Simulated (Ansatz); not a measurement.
# GaN (P6_3mc) in Ansatz: equation of state

Aim: energy against volume of GaN in PBEsol, for its equilibrium volume and stiffness.

All numbers are computed with Ansatz 0.2.0; they aren't measurements. Logs are shortened: lines on timing, memory, paths and dates and some standing lists are left out, and cuts for length are marked.

## 1. Starting point

It takes space group P6_3mc (No. 186, hexagonal). The conventional cell has a = 3.212 Å, b = 3.212 Å, c = 10.357 Å, α = 90.00°, β = 90.00°, γ = 120.00°. Ga (site symmetry 3m) is surrounded by 4 N at 1.95 to 2.00 Å. Ga (site symmetry 3m) is surrounded by 3 N at 1.94 Å. N (site symmetry 3m) has 4 Ga at 1.94 to 2.00 Å as nearest neighbours. N (site symmetry 3m) is surrounded by 3 Ga at 1.95 Å.

The cell is a database's computed one.

## 2. Equation of state, PBEsol

Potentials or basis: all-electron LAPW, scalar-relativistic.

No new run: the results of the series are fitted here.

Results:

* Equilibrium volume: 11.16 Å³/atom
* Bulk modulus at fixed shape and positions: 186 GPa
* Pressure derivative of the bulk modulus: 4.5

Energy against volume, from the lowest point:
```csv
volume (Å³/atom),energy (meV/atom)
10.870,4.47
11.101,0.00
11.332,1.27
11.564,7.68
11.795,18.66
12.026,33.73
12.257,52.44
```

Caveat: the cell was scaled at fixed shape and fractional positions, which overstates the stiffness of a crystal with free parameters, most of all of layers and chains.
